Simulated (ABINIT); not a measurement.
# Ag (Fm-3m) in ABINIT: a series of runs, part 2 of 2

ABINIT 10.8.3 (patched build).

## 3. Relaxation of cell and atoms, LDA

run.abi

```
# Pseudopotentials
pp_dirpath "./"
pseudos "Ag.upf"

# Structure
acell 5.4592009917 5.4592009917 5.4592009917
rprim
     0.0000000000     0.7071067812     0.7071067812
     0.7071067812     0.0000000000     0.7071067812
     0.7071067812     0.7071067812     0.0000000000
ntypat 1
znucl 47
natom 1
typat 1
chkprim 0
chksymtnons 0
tolsym 1.0e-6
xred
            0.0            0.0            0.0

# Plane-wave basis
ecut 1170.089609 eV
ecutsm 0.5

# k points
kptopt 1
ngkpt 8 8 8
nshiftk 1
shiftk 0.0 0.0 0.0

# Exchange and correlation
ixc 7

# Bands and occupations
nband 14
occopt 3
tsmear 0.05 eV

# SCF cycle
nstep 80
tolvrs 1.0e-12

# Output
iomode 3
prteig 0
prtebands 0
prtwf 0
prtden 0

# Relaxation
ionmov 2
optcell 2
ntime 50
tolmxf 2.0e-5
dilatmx 1.08
```

Potentials or basis: PseudoDojo NC SR LDA v0.4.1 standard.

Started as:

```
mpirun --bind-to none -np 4 abinit run.abi > log 2>&1
```

run.abo:

```text
.Version 10.8.3 of ABINIT
 Symmetries : space group Fm -3 m (#225); Bravais cF (face-center cubic)
================================================================================
 Values of the parameters that define the memory need of the present run
     intxc =       0    ionmov =       2      iscf =       7    lmnmax =       6
     lnmax =       6     mgfft =      36  mpssoang =       3    mqgrid =    3001
     natom =       1  nloc_mem =       1    nspden =       1   nspinor =       1
    nsppol =       1      nsym =      48    n1xccc =    2501    ntypat =       1
    occopt =       3   xclevel =       1
       mpw =        1964          nfft =       46656          nkpt =          29
================================================================================
================================================================================

--------------------------------------------------------------------------------
------------- Echo of variables that govern the present computation ------------
--------------------------------------------------------------------------------
 -outvars: echo values of preprocessed input variables --------
            acell      5.4592009917E+00  5.4592009917E+00  5.4592009917E+00 Bohr
              amu      1.07868200E+02
          chkprim           0
      chksymtnons           0
          dilatmx      1.08000000E+00
             ecut      4.30000000E+01 Hartree
           ecutsm      5.00000000E-01 Hartree
           ionmov           2
              ixc           7
         kptrlatt        8    0    0      0    8    0      0    0    8
          kptrlen      4.36736079E+01
            natom           1
            nband          14
            ngfft          36      36      36
             nkpt          29
            nstep          80
             nsym          48
            ntime          50
           ntypat           1
           occopt           3
          optcell           2
           prtden           0
        prtebands           0
           prteig           0
            prtwf           0
            rprim      0.0000000000E+00  7.0710678120E-01  7.0710678120E-01
                       7.0710678120E-01  0.0000000000E+00  7.0710678120E-01
                       7.0710678120E-01  7.0710678120E-01  0.0000000000E+00
          spgroup         225
           tolmxf      2.00000000E-05
           tolsym      1.00000000E-06
           tolvrs      1.00000000E-12
           tsmear      1.83746611E-03 Hartree
            typat      1
            znucl       47.00000

================================================================================

 chkinp: Checking input parameters for consistency.

================================================================================
== DATASET  1 ==================================================================

--- !DatasetInfo
iteration_state: {dtset: 1, }
dimensions: {natom: 1, nkpt: 29, mband: 14, nsppol: 1, nspinor: 1, nspden: 1, mpw: 1964, }
cutoff_energies: {ecut:  43.0, pawecutdg:  -1.0, }
electrons: {nelect:   1.90000000E+01, charge:   0.00000000E+00, occopt:   3.00000000E+00, tsmear:   1.83746611E-03, }
meta: {optdriver: 0, ionmov: 2, optcell: 2, iscf: 7, paral_kgb: 0, }
...

 Exchange-correlation functional for the present dataset will be:
  LDA: Perdew-Wang 92 LSD fit to Ceperley-Alder data - ixc=7
  J.P.Perdew and Y.Wang, PRB 45, 13244 (1992)

 Real(R)+Recip(G) space primitive vectors, cartesian coordinates (Bohr,Bohr^-1):
 R(1)=  0.0000000  3.8602380  3.8602380  G(1)= -0.1295257  0.1295257  0.1295257
 R(2)=  3.8602380  0.0000000  3.8602380  G(2)=  0.1295257 -0.1295257  0.1295257
 R(3)=  3.8602380  3.8602380  0.0000000  G(3)=  0.1295257  0.1295257 -0.1295257
 Unit cell volume ucvol=  1.1504619E+02 bohr^3
 Angles (23,13,12)=  6.00000000E+01  6.00000000E+01  6.00000000E+01 degrees

 getcut: wavevector=  0.0000  0.0000  0.0000  ngfft=  36  36  36
         ecut(hartree)=     50.155   => boxcut(ratio)=   2.06848

--- Pseudopotential description ------------------------------------------------
- pspini: atom type   1  psp file is ./Ag.upf
  47.00000  19.00000  180309                  znucl, zion, pspdat
12 -1012 2 -1 1484                            pspcod,pspxc,lmax,lloc,mmax
     nproj     2     2     2

   5.27278831E+02                                ecore*ucvol(ha*bohr**3)
--------------------------------------------------------------------------------

================================================================================

=== [ionmov= 2] Broyden-Fletcher-Goldfarb-Shanno method (forces)
================================================================================

--- Iteration: ( 1/50) Internal Cycle: (1/1)
--------------------------------------------------------------------------------

---SELF-CONSISTENT-FIELD CONVERGENCE--------------------------------------------

--- !BeginCycle
iteration_state: {dtset: 1, itime: 1, icycle: 1, }
solver: {iscf: 7, nstep: 80, nline: 4, wfoptalg: 0, }
tolerances: {tolvrs: 1.00E-12, }
...
[... 421 lines left out ...]
  0.00000000000000E+00  3.78761535984062E+00  3.78761535984062E+00
  3.78761535984062E+00  0.00000000000000E+00  3.78761535984062E+00
  3.78761535984062E+00  3.78761535984062E+00  0.00000000000000E+00
 Unitary Cell Volume (ucvol) [Bohr^3]=  1.08674488025807E+02
 Angles (23,13,12)= [degrees]
  6.00000000000000E+01  6.00000000000000E+01  6.00000000000000E+01
 Lengths [Bohr]
  5.35649701093925E+00  5.35649701093925E+00  5.35649701093925E+00
 Stress tensor in cartesian coordinates (strten) [Ha/bohr^3]
  6.52244198234841E-09  0.00000000000000E+00  0.00000000000000E+00
  0.00000000000000E+00  6.52244198234841E-09  0.00000000000000E+00
  0.00000000000000E+00  0.00000000000000E+00  6.52244197540952E-09
 Total energy (etotal) [Ha]= -1.54985778524685E+02

 Difference of energy with previous step (new-old):
           Absolute (Ha)=-2.61346E-08
           Relative     =-1.68626E-10

 At Broyd/MD step   5, gradients are converged :
  max grad (force/stress) = 6.5224E-07 < tolmxf= 2.0000E-05 ha/bohr (free atoms)

================================================================================

 ----iterations are completed or convergence reached----

 Mean square residual over all n,k,spin=   11.257E-17; max=  12.154E-15
 reduced coordinates (array xred) for    1 atoms
       0.000000000000      0.000000000000      0.000000000000
 rms dE/dt=  0.0000E+00; max dE/dt=  0.0000E+00; dE/dt below (all hartree)
    1       0.000000000000      0.000000000000      0.000000000000

 cartesian coordinates (angstrom) at end:
    1      0.00000000000000     0.00000000000000     0.00000000000000

 cartesian forces (hartree/bohr) at end:
    1     -0.00000000000000    -0.00000000000000    -0.00000000000000
 frms,max,avg= 0.0000000E+00 0.0000000E+00   0.000E+00  0.000E+00  0.000E+00 h/b

 cartesian forces (eV/Angstrom) at end:
    1     -0.00000000000000    -0.00000000000000    -0.00000000000000
 frms,max,avg= 0.0000000E+00 0.0000000E+00   0.000E+00  0.000E+00  0.000E+00 e/A
 length scales=  5.356497010939  5.356497010939  5.356497010939 bohr
              =  2.834536146536  2.834536146536  2.834536146536 angstroms
 Fermi (or HOMO) energy (hartree) =   0.41431   Average Vxc (hartree)=  -0.49658
 Eigenvalues (hartree) for nkpt=  29  k points:
 kpt#   1, nband= 14, wtk=  0.00195, kpt=  0.0000  0.0000  0.0000 (reduced coord)
  -2.95720   -1.61373   -1.61373   -1.61373    0.11476    0.23740    0.23740    0.23740
   0.28046    0.28046    1.02015    1.15952    1.15952    1.15952
      occupation numbers for kpt#   1
   2.00000    2.00000    2.00000    2.00000    2.00000    2.00000    2.00000    2.00000
   2.00000    2.00000    0.00000    0.00000    0.00000    0.00000
 prteigrs : prtvol=0 or 1, do not print more k-points.

--- !EnergyTerms
iteration_state     : {dtset: 1, itime: 5, icycle: 1, }
comment             : Components of total free energy in Hartree
kinetic             :  5.28619310348410E+01
hartree             :  3.41260690553177E+01
xc                  : -2.30401246936444E+01
Ewald energy        : -1.09246521327388E+02
psp_core            :  4.85190996242068E+00
local_psp           : -1.12265506385615E+02
non_local_psp       : -2.27339014465553E+00
internal            : -1.54985632498723E+02
'-kT*entropy'       : -1.46025961686332E-04
total_energy        : -1.54985778524685E+02
total_energy_eV     : -4.21737788206927E+03
band_energy         : -1.28025228019652E+01
...

 Cartesian components of stress tensor (hartree/bohr^3)
  sigma(1 1)=  6.52244198E-09  sigma(3 2)=  0.00000000E+00
  sigma(2 2)=  6.52244198E-09  sigma(3 1)=  0.00000000E+00
  sigma(3 3)=  6.52244198E-09  sigma(2 1)=  0.00000000E+00

-Cartesian components of stress tensor (GPa)         [Pressure= -1.9190E-04 GPa]
- sigma(1 1)=  1.91896868E-04  sigma(3 2)=  0.00000000E+00
- sigma(2 2)=  1.91896868E-04  sigma(3 1)=  0.00000000E+00
- sigma(3 3)=  1.91896868E-04  sigma(2 1)=  0.00000000E+00

== END DATASET(S) ==============================================================
================================================================================

 -outvars: echo values of variables after computation  --------
            acell      5.3564970109E+00  5.3564970109E+00  5.3564970109E+00 Bohr
           etotal     -1.5498577852E+02
            fcart     -0.0000000000E+00 -0.0000000000E+00 -0.0000000000E+00
            rprim      0.0000000000E+00  7.0710678119E-01  7.0710678119E-01
                       7.0710678119E-01  0.0000000000E+00  7.0710678119E-01
                       7.0710678119E-01  7.0710678119E-01  0.0000000000E+00
           strten      6.5224419823E-09  6.5224419823E-09  6.5224419754E-09
                       0.0000000000E+00  0.0000000000E+00  0.0000000000E+00
 Calculation completed.
```

Run time: 22 s. Hardware: 4 MPI ranks of Intel Xeon Platinum 8488C (Sapphire Rapids), shared host; peak memory 0.28 GiB.

Results:

* Free energy: -4217.3779 eV
* Relaxed volume: 16.10 Å³/atom
* Relaxed cell: a = 2.835 Å, b = 2.835 Å, c = 2.835 Å, α = 60.00°, β = 60.00°, γ = 60.00°
* Space group after relaxing (to 0.05 Å): Fm-3m (No. 225)
* Energy gained by relaxing: 21.1 meV/atom
* Ionic steps: 5
* Pressure after relaxing: 0.0 GPa
* Band gap on the k mesh: none (metal or under the smearing width)

Step by step:
```
step  energy change (eV)  largest force (eV/Å)  pressure (GPa)  volume (Å³)
   1              0.0000                0.0000           -6.71        17.05
   2             -0.0123                0.0000           -4.55        16.70
   3             -0.0209                0.0000            0.65        16.03
   4             -0.0211                0.0000           -0.04        16.11
   5             -0.0211                0.0000            0.00        16.10
```

Final structure:
```
CELL_PARAMETERS angstrom
0.00000 2.00432 2.00432
2.00432 0.00000 2.00432
2.00432 2.00432 0.00000
ATOMIC_POSITIONS crystal
Ag 0.00000 0.00000 0.00000
```

LDA usually gives volumes a few per cent too small. Zero-point motion and thermal expansion aren't in these numbers.

## 4. Single point, LDA (cell relaxed)

run.abi

```
# Pseudopotentials
pp_dirpath "./"
pseudos "Ag.upf"

# Structure
acell 5.3564970053 5.3564970053 5.3564970053
rprim
     0.0000000000     0.7071067812     0.7071067812
     0.7071067812     0.0000000000     0.7071067812
     0.7071067812     0.7071067812     0.0000000000
ntypat 1
znucl 47
natom 1
typat 1
xred
     0.0000000000     0.0000000000     0.0000000000
chkprim 0
chksymtnons 0
tolsym 1.0e-6

# Plane-wave basis
ecut 43.0

# k points
kptopt 1
ngkpt 8 8 8
nshiftk 1
shiftk 0.0 0.0 0.0

# Exchange and correlation
ixc 7

# Bands and occupations
nband 14
occopt 3
tsmear 0.05 eV

# SCF cycle
nstep 100
tolvrs 1.0e-10

# Output
iomode 3
prtwf 0
prteig 0
prtebands 0
enunit 2
prtden 1
prtvha 1
prtvclmb 1
prtpot 1
prtelf 1
```

Potentials or basis: PseudoDojo NC SR LDA v0.4.1 standard.

Started as:

```
mpirun --bind-to none -np 4 abinit run.abi > log 2>&1
```

run.abo:

```text
.Version 10.8.3 of ABINIT
 Symmetries : space group Fm -3 m (#225); Bravais cF (face-center cubic)
================================================================================
 Values of the parameters that define the memory need of the present run
     intxc =       0    ionmov =       0      iscf =       7    lmnmax =       6
     lnmax =       6     mgfft =      32  mpssoang =       3    mqgrid =    3001
     natom =       1  nloc_mem =       1    nspden =       1   nspinor =       1
    nsppol =       1      nsym =      48    n1xccc =    2501    ntypat =       1
    occopt =       3   xclevel =       1
       mpw =        1476          nfft =       32768          nkpt =          29
================================================================================
================================================================================

--------------------------------------------------------------------------------
------------- Echo of variables that govern the present computation ------------
--------------------------------------------------------------------------------
 -outvars: echo values of preprocessed input variables --------
            acell      5.3564970053E+00  5.3564970053E+00  5.3564970053E+00 Bohr
              amu      1.07868200E+02
          chkprim           0
      chksymtnons           0
             ecut      4.30000000E+01 Hartree
           enunit           2
              ixc           7
         kptrlatt        8    0    0      0    8    0      0    0    8
          kptrlen      4.28519760E+01
            natom           1
            nband          14
            ngfft          32      32      32
             nkpt          29
            nstep         100
[... 162 lines left out ...]
   7.63165    7.63165   27.75983   31.55228   31.55228   31.55228
 prteigrs : prtvol=0 or 1, do not print more k-points.

--- !EnergyTerms
iteration_state     : {dtset: 1, }
comment             : Components of total free energy in Hartree
kinetic             :  5.28619413914343E+01
hartree             :  3.41260712975315E+01
xc                  : -2.30401261178997E+01
Ewald energy        : -1.09246521440323E+02
psp_core            :  4.85190997746785E+00
local_psp           : -1.12265517559744E+02
non_local_psp       : -2.27339113278840E+00
internal            : -1.54985633584322E+02
'-kT*entropy'       : -1.46026003004127E-04
total_energy        : -1.54985779610325E+02
total_energy_eV     : -4.21737791161103E+03
band_energy         : -1.28025192687306E+01
...

 Cartesian components of stress tensor (hartree/bohr^3)
  sigma(1 1)=  1.25264981E-06  sigma(3 2)=  0.00000000E+00
  sigma(2 2)=  1.25264981E-06  sigma(3 1)=  0.00000000E+00
  sigma(3 3)=  1.25264981E-06  sigma(2 1)=  0.00000000E+00

-Cartesian components of stress tensor (GPa)         [Pressure= -3.6854E-02 GPa]
- sigma(1 1)=  3.68542299E-02  sigma(3 2)=  0.00000000E+00
- sigma(2 2)=  3.68542299E-02  sigma(3 1)=  0.00000000E+00
- sigma(3 3)=  3.68542299E-02  sigma(2 1)=  0.00000000E+00

== END DATASET(S) ==============================================================
================================================================================

 -outvars: echo values of variables after computation  --------
            acell      5.3564970053E+00  5.3564970053E+00  5.3564970053E+00 Bohr
           etotal     -1.5498577961E+02
            fcart      0.0000000000E+00  0.0000000000E+00  0.0000000000E+00
            rprim      0.0000000000E+00  7.0710678120E-01  7.0710678120E-01
                       7.0710678120E-01  0.0000000000E+00  7.0710678120E-01
                       7.0710678120E-01  7.0710678120E-01  0.0000000000E+00
           strten      1.2526498147E-06  1.2526498147E-06  1.2526498147E-06
                       0.0000000000E+00  0.0000000000E+00  0.0000000000E+00
 Calculation completed.
```

Wall time 3.8 s (4 MPI ranks of Intel Xeon Platinum 8488C (Sapphire Rapids), shared host); peak memory 0.28 GiB.

Results:

```yaml
Free_energy: -4217.3779 eV
Pressure: 0.0 GPa
Band_gap_on_the_k_mesh: none (metal or under the smearing width)
Valence_electrons_inside_the_program's_atomic_spheres: Ag 16.30 (radii [1.0584] Å)
```

## 5. The runs side by side

```csv
task,level,potentials or basis,cell,cutoff (eV),cell freedom (optcell),optimiser (ionmov),cutoff smearing ecutsm (Ha),force stop (Ha/bohr),gap on the mesh (eV),pressure (GPa)
single point,PBE,PseudoDojo NC SR PBE v0.4.1 standard,as given,1088,-,-,-,-,none,4.9
relaxation of cell and atoms,LDA,PseudoDojo NC SR LDA v0.4.1 standard,relaxed,1170,2,2,0.5,2e-05,none,0.0
single point,LDA,PseudoDojo NC SR LDA v0.4.1 standard,cell relaxed,1170,-,-,-,-,none,0.0
```

Alike in all rows: no spin polarisation; k mesh 8 × 8 × 8; smearing fermi-dirac 0.05 eV.

Total energies depend on the potentials used, so only differences within one code and one set of settings carry meaning.
